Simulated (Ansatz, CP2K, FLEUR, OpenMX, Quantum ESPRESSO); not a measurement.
One calculation of Nb, 5 ways

```
Nb
1.0
     2.99106    0.00000    0.00000
     0.00000    2.99106    0.00000
     0.00000    0.00000   25.57500
Nb
6
Direct
  0.50000 0.50000 0.29326
  0.00000 0.00000 0.37595
  0.50000 0.50000 0.45865
  0.00000 0.00000 0.54135
  0.50000 0.50000 0.62405
  0.00000 0.00000 0.70674
```

Alike in all runs: functional PBE; k mesh 9 × 9 × 1; occupations fermi-dirac, width 0.05 eV; no spin polarisation; no spin-orbit coupling.

```csv
program and potentials,plane-wave cutoff (eV),notes,largest force (eV/Å)
"Ansatz, Ansatz PAW",420,-,0.637
"FLEUR, all-electron, FLAPW",-,-,0.637
"Quantum ESPRESSO, PseudoDojo 0.4.1 SR PBE standard",1116,-,?
"CP2K, POTENTIAL_UZH Nb GTH-PBE-q13; TZVP-MOLOPT-PBE-GTH basis",-,atomic basis,0.606
"OpenMX, OpenMX 2013 PBE set, Nb7.0-s3p2d2, grid cutoff 400 Ry",-,atomic basis,0.596
```

Estimate from the other rows what the run with Quantum ESPRESSO, PseudoDojo 0.4.1 SR PBE standard gave.

Largest force 0.639 eV/Å. The other rows, which needn't bracket it: largest force 0.596 to 0.637.
